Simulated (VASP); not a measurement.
# LiCl in VASP: how settings move the PBE single point

The PBE single point of LiCl, database structure is repeated with altered inputs. Which of them can be trusted?

Code: VASP 6.6.1. PAW datasets, plane waves. No spin polarisation and no zero-point or thermal motion.

### 1 Starting point

The cell comes from an earlier relaxation with r2SCAN in another program, then strained, with the atoms relaxed again.

It is hexagonal, P6_3mc (No. 186); a = 3.894 Å, c = 6.226 Å in the conventional setting, 20.44 Å³ an atom. Li has 4 Cl at 2.37 Å; Cl has 4 Li at 2.37 Å.

Coordinates:

```
CELL_PARAMETERS angstrom
3.89374 0.00000 0.00000
-1.94687 3.37208 0.00000
0.00000 0.00000 6.22588
ATOMIC_POSITIONS crystal
Li 0.66667 0.33333 0.87808
Li 0.33333 0.66667 0.37808
Cl 0.66667 0.33333 0.49692
Cl 0.33333 0.66667 0.99692
```

### 2 The reference run

INCAR reads:

```
ENCUT = 520.000000
SIGMA = 0.020000
EDIFF = 1.00e-07
GGA = PE
PREC = Accurate
IBRION = -1
ISIF = 2
ISMEAR = -1
NBANDS = 18
NELM = 120
NSW = 0
LASPH = .TRUE.
LCHARG = .FALSE.
LWAVE = .FALSE.
LREAL = .FALSE.
```

KPOINTS reads:

```
KPOINTS created by Atomic Simulation Environment
0
Gamma
12 12 4
0 0 0
```

POSCAR reads:

```
Li Cl
 1.0000000000000000
     3.8937403927024352    0.0000000000000000   -0.0000000000000000
    -1.9468701963512176    3.3720780958219057    0.0000000000000000
    -0.0000000000000000   -0.0000000000000000    6.2258774254657476
 Li  Cl
   2   2
Cartesian
  1.9468701963512176  1.1240260319406350  5.4667944935873090
 -0.0000000000000000  2.2480520638812700  2.3538557808544356
  1.9468701963512176  1.1240260319406350  3.0937931923055180
 -0.0000000000000000  2.2480520638812700  6.2067319050383922
```

A file KPOINTS_OPT adds named points for the levels; it doesn't enter the self-consistent loop.

Potentials: the recommended PBE PAW datasets, 20 valence electrons.

Run with:

```bash
$ mpirun -np 1 vasp_std
```

### 3 Variant 1

INCAR reads:

```
ENCUT = 520.000000
EDIFF = 1.00e-07
GGA = PE
PREC = Accurate
IBRION = -1
ISIF = 2
NBANDS = 18
NSW = 0
LASPH = .TRUE.
LCHARG = .FALSE.
LWAVE = .FALSE.
LREAL = .FALSE.
ISMEAR = 0
SIGMA = 0.05
NELM = 74
```

KPOINTS is that of step 2.

POSCAR is that of step 2.

### 4 Variant 2

INCAR reads:

```
ENCUT = 520.000000
GGA = PE
PREC = Accurate
IBRION = -1
ISIF = 2
NBANDS = 18
NELM = 120
NSW = 0
LASPH = .TRUE.
LCHARG = .FALSE.
LWAVE = .FALSE.
LREAL = .FALSE.
IMIX = 1
AMIX = 0.4
ISMEAR = -4
SIGMA = 0.5
EDIFF = 0.0001
```

KPOINTS is that of step 2.

POSCAR is that of step 2.

### 5 Variant 3

INCAR: that of step 2 with these lines changed.

```diff
@@ -3,3 +3,2 @@
 EDIFF = 1.00e-07
-GGA = PE
 PREC = Accurate
@@ -15 +14,2 @@
 LREAL = .FALSE.
+GGA = PE
```

KPOINTS is that of step 2.

POSCAR is that of step 2.

### 6 Variant 4

INCAR reads:

```
SIGMA = 0.020000
EDIFF = 1.00e-07
GGA = PE
PREC = Accurate
IBRION = -1
ISIF = 2
ISMEAR = -1
NBANDS = 18
NSW = 0
LASPH = .TRUE.
LCHARG = .FALSE.
LWAVE = .FALSE.
LREAL = .FALSE.
NELM = 70
ENCUT = 80
```

KPOINTS is that of step 2.

POSCAR is that of step 2.

What does the calculation give? Wanted: for each run, changed; ending; energy change; pressure; electronic steps; usable.

**Answer**, as computed:

| run | changed | ending | energy change (meV/atom) | pressure (GPa) | gap on the mesh (eV; negative: overlap) | electronic steps | time | usable |
| --- | --- | --- | --- | --- | --- | --- | --- | --- |
| ref. | – | converged | 0 | 0.6 | 6.03 | 14 | 85 s | yes |
| 1 | ISMEAR = 0, SIGMA = 0.05, NELM = 74 | converged | 0.0 | 0.6 | 6.03 | 14 | 75 s | yes |
| 2 | IMIX = 1, AMIX = 0.4, ISMEAR = -4, SIGMA = 0.5, EDIFF = 0.0001 | converged | 0.0 | 0.6 | 6.02 | 17 | 73 s | yes |
| 3 | the same input | converged | 0.0 | 0.6 | 6.03 | 14 | 62 s | yes |
| 4 | ENCUT = 80 | converged | -13548.0 | -118.9 | 5.95 | 14 | 4.5 s | no |

**Reading.** Of 4 altered inputs, 1 ended normally on a faulty or unsound input, 3 gave usable results.
